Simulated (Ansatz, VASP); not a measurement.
# KF (Carobbiite) in VASP and in Ansatz

POSCAR

```
KF
1.0
    0.0000000000      2.6589566750      2.6589566750
    2.6589566750      0.0000000000      2.6589566750
    2.6589566750      2.6589566750      0.0000000000
K F
1 1
Direct
    0.0000000000      0.0000000000      0.0000000000
    0.5000000000      0.5000000000      0.5000000000
```

The input INCAR.step1:

```
PREC     = Accurate       # precision mode
ENCUT    = 520            # plane-wave cutoff, eV
ISMEAR   = 0              # smearing method
SIGMA    = 0.01           # smearing width, eV
LREAL    = F              # projectors in reciprocal space
LASPH    = T              # aspherical terms in the spheres
NELM     = 80             # most SCF steps
NBANDS   = 15             # bands
GGA      = PE             # functional
ALGO     = Normal         # electronic algorithm
EDIFF    = 1E-4           # SCF threshold, eV
LWAVE    = T              # write WAVECAR
LCHARG   = F              # write CHGCAR
```

Contents of INCAR.step2:

```
PREC     = Accurate       # precision mode
ENCUT    = 520            # plane-wave cutoff, eV
EDIFF    = 1E-6           # SCF threshold, eV
ISMEAR   = 0              # smearing method
SIGMA    = 0.01           # smearing width, eV
LREAL    = F              # projectors in reciprocal space
LASPH    = T              # aspherical terms in the spheres
NELM     = 80             # most SCF steps
ALGO     = Normal         # electronic algorithm
ISIF     = 2              # what is computed and relaxed
LWAVE    = F              # write WAVECAR
LCHARG   = F              # write CHGCAR
METAGGA  = R2SCAN         # meta-GGA
LMIXTAU  = T            
NBANDS   = 15             # bands
ISTART   = 1
```

File KPOINTS:

```
Automatic mesh
0
Gamma
  8 8 8
```

Input for Ansatz:

```yaml
crystal:
  lattice:
    - [0.0, 2.658956675, 2.658956675]
    - [2.658956675, 0.0, 2.658956675]
    - [2.658956675, 2.658956675, 0.0]
  atoms:
    - { symbol: K, position: [0.0, 0.0, 0.0] }
    - { symbol: F, position: [0.5, 0.5, 0.5] }
kpoints:
  mp_grid: { grid: [8, 8, 8] }
  band_path:
    path:
      - [0.0, 0.0, 0.0]
      - [0.5, 0.0, 0.5]
      - [0.625, 0.25, 0.625]
      - [0.375, 0.375, 0.75]
      - [0.5, 0.5, 0.5]
      - [0.5, 0.25, 0.75]
    npoints: 1
hamiltonian:
  xc: r2scan
scf:
  occupations: { method: fixed }
  n_extra_bands: 4
output:
  forces: true
  stress: true
  eigenvalues: true
```

Alike in both runs: task single point; functional r2SCAN; k mesh 8 × 8 × 8; no spin polarisation.

|  | VASP | Ansatz |
| --- | --- | --- |
| version | VASP 6.6.1 | Ansatz 0.2.0 |
| potentials or method | VASP PAW PBE potentials, release 64 (K_sv, F) | plane waves, PAW |
| plane-wave cutoff (eV) | 520 | 500 |
| occupations | gaussian, width 0.01 eV | fixed |
| valence electrons in the cell | 16 | 16 |

```tsv
	VASP	Ansatz	Ansatz less VASP
gap on the k mesh at the Fermi level (eV)	6.91	6.91	0.000
pressure (GPa)	0.0	0.0	+0.04
```

Caveats: the PAW data sets were made with another functional, which shifts forces and pressure a little (VASP). A k mesh can miss the band edges. r2SCAN opens gaps a little over a GGA but as a rule still falls short of measured ones.
